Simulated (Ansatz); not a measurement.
Input of an Ansatz 0.2.0 run:

File input.yaml:

```yaml
crystal:
  lattice:
    - [4.5854715599, 0.0, 0.0]
    - [-2.29273578, 3.9711348592, 0.0]
    - [0.0, 0.0, 6.5797601]
  atoms:
    - { symbol: Mo, position: [0.5, 0.5, 0.8333333333] }
    - { symbol: Mo, position: [0.0, 0.5, 0.1666666667] }
    - { symbol: Mo, position: [0.5, 0.0, 0.5] }
    - { symbol: Si, position: [0.16387298, 0.32774596, 0.5] }
    - { symbol: Si, position: [0.67225404, 0.83612702, 0.1666666667] }
    - { symbol: Si, position: [0.83612702, 0.16387298, 0.8333333333] }
    - { symbol: Si, position: [0.83612702, 0.67225404, 0.5] }
    - { symbol: Si, position: [0.32774596, 0.16387298, 0.1666666667] }
    - { symbol: Si, position: [0.16387298, 0.83612702, 0.8333333333] }
hamiltonian:
  xc: rpbe
  pseudopotentials: { kind: paw }
  dispersion: d3bj
kpoints:
  mp_grid: { grid: [7, 7, 4] }
scf:
  occupations: { method: fermi_dirac, width: 0.05 }
output:
  forces: true
  stress: true
  eigenvalues: true
relax:
  f_tol: 0.01
  max_steps: 40
  cell: { stress_tol: 0.05 }
```

Potentials or basis: Ansatz PAW.

Run with:

```sh
$ ansatz run input.yaml --threads 4 --pin off --max-ram 11264MiB --backend cpu --events-out ev --progress --plain --runs-dir out
```

Predict the relaxed cell.

a = 4.376 Å, b = 4.376 Å, c = 6.313 Å, α = 90.00°, β = 90.00°, γ = 120.00°.

What does it give for the band gap on the k mesh?

0.24 eV, indirect (least direct gap 0.80 eV).

Estimate the relaxed volume.

11.63 Å³/atom.

The path:
```csv
step,energy change (eV),largest force (eV/Å),volume (Å³)
1,0.0000,0.0106,119.81
2,-1.6718,0.2414,103.75
3,-1.6861,0.0127,104.93
4,-1.6866,0.0011,104.70
5,-1.6830,0.0010,104.70
```

Caveat: odd divisions of the mesh miss points on the zone boundary, where band edges often lie, so the gap on the mesh can be too wide; the plane-wave basis is chosen anew once the cell has moved, so the energies of steps on either side of that aren't comparable; the PAW data sets come from PBE, with cores solved anew for the run's functional, which leaves a small shift of forces and pressure. A hybrid or GW would open this gap; RPBE tends to underestimate it.
